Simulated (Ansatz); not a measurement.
# BAs (F-43m), stationary points along a deformation path

These are results of DFT PBEsol, scalar-relativistic, plane waves, PAW (Ansatz 0.2.0), not measurements. Cutoff 420 eV, Γ-centred 12×12×12 k-points, Gaussian smearing of 0.05 eV. No spin polarisation. Energies are free energies at this smearing, counted from the undisturbed cell; pressure is positive in compression.

The starting cell (as given, not relaxed at this level; it stands at -0.8 GPa):

```
CELL_PARAMETERS angstrom
0.00000 2.38850 2.38850
2.38850 0.00000 2.38850
2.38850 2.38850 0.00000
ATOMIC_POSITIONS crystal
B 0.00000 0.00000 0.00000
As 0.75000 0.75000 0.75000
```

At fixed volume and fractional coordinates, lengths along (0.000, 0.000, 1.000) are scaled against those across it; ρ is that ratio over its starting value. V = 13.626 Å³/atom. Δσ is the stress along the axis less the mean stress across it (compression positive).

```
    ρ  ΔE (meV/atom)  Δσ (GPa) space group
0.650          558.4     29.36        I-4m2
0.707          416.1     30.57        I-4m2
0.780          252.3     27.46        I-4m2
0.850          124.9     23.06        I-4m2
0.920           36.9     14.76        I-4m2
0.960            9.3      7.84        I-4m2
1.000            0.0      0.00        F-43m
1.050           14.5    -10.74        I-4m2
1.100           57.8    -22.31        I-4m2
1.200          226.6    -46.46        I-4m2
1.300          487.8    -67.43        I-4m2
1.414          825.0    -70.89        I-4m2
1.500         1036.2    -59.37        I-4m2
```

Question: How does the stress give the slope of the energy, and where is the energy stationary?

Answer: Along the path d ln(length) is 2/3 d ln ρ on the axis and −1/3 d ln ρ across it, so dE/d ln ρ = −(2/3) V Δσ: the energy falls with ρ where Δσ is positive. Δσ vanishes or changes sign at ρ = 1.000 (F-43m), a minimum at 0.0 meV/atom. Pairs of stationary points between two samples would go unseen, and could change a minimum read from distant neighbours into a maximum. At ρ = 1.000 the cell is cubic, where symmetry alone makes the stress isotropic and the slope zero.

Question: Which shear constant sets the curvature at ρ = 1?

Answer: For a cubic crystal E/V = (2/3) C (ln ρ)² with C = C′ = (C11 − C12)/2, so Δσ = −2C ln ρ. The parabola of Δσ against ln ρ through ρ = 0.960, 1 and 1.050 gives C ≈ 102 GPa with the ions clamped, rough because the steps are large. It is the stress–strain coefficient at this cell's pressure of -0.8 GPa, not the zero-pressure constant.

Question: Integrate that slope from ρ = 1 to 0.850 by the trapezoid rule.

Answer: With V/N in Å³ and 1 eV/Å³ = 160.2 GPa the slopes at ρ = 1.000, 0.960, 0.920, 0.850 are 0, -445, -837, -1307 meV/atom per unit of ln ρ. The steps add 9.1 + 27.3 + 84.8 = 121.2 meV/atom, against 124.9 from the energies; the trapezoid rule misses the curvature of the slope within each step.

The gap closes along the scan, which can put kinks into the curve.